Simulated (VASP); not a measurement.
BP: relaxation of the atoms with PBE+D3(BJ)

The system is BP.

```
CELL_PARAMETERS angstrom
0.00000 2.25265 2.25265
2.25265 0.00000 2.25265
2.25265 2.25265 0.00000
ATOMIC_POSITIONS crystal
B 0.00000 0.00000 0.00000
P 0.25000 0.25000 0.25000
```

```yaml
Program: VASP 6.6.1
Task: relaxation of the atoms
Functional: PBE
Dispersion: D3(BJ)
Potentials_or_basis: VASP PAW PBE potentials, release 64 (B, P)
Cutoff: 600 eV
k_mesh: 10 × 10 × 10
Occupations: gaussian, width 0.03 eV
Spin: no spin polarisation
Further_INCAR_settings: ALGO = Normal; EDIFF = 1e-07; IBRION = 2; EDIFFG = -0.01; NSW = 40
```

* Pressure after relaxing: 0.0 GPa
* Band gap on the k mesh: 1.21 eV, indirect (least direct gap 3.43 eV)
* Dispersion energy per atom: -0.331 eV

Final structure:
```
B P
1.0
     0.00000    2.25265    2.25265
     2.25265    0.00000    2.25265
     2.25265    2.25265    0.00000
B P
1 1
Cartesian
  0.0000 0.0000 0.0000
  1.1263 1.1263 1.1263
```

Levels at points of the mesh, in eV from the valence-band top:
| k point | band 1 | band 2 | band 3 | band 4 | band 5 | band 6 | band 7 | band 8 |
| --- | --- | --- | --- | --- | --- | --- | --- | --- |
| (0.00, 0.00, 0.00) | -15.65 | 0.00 | 0.00 | 0.00 | 3.43 | 3.43 | 3.43 | 7.71 |
| (0.50, 0.00, 0.00) | -12.25 | -9.19 | -1.78 | -1.78 | 3.91 | 4.73 | 4.73 | 10.20 |
| (0.50, 0.50, 0.00) | -10.69 | -8.70 | -4.19 | -4.19 | 1.29 | 1.64 | 12.33 | 12.33 |

It took 8.8 s on 1 thread of Intel(R) Xeon(R) Platinum 8375C CPU @ 2.90GHz (Ice Lake), with other jobs on the host, peak memory 0.16 GiB.

Caveat: the relaxation stopped at its first step, so nothing moved. A k mesh can miss the band edges.
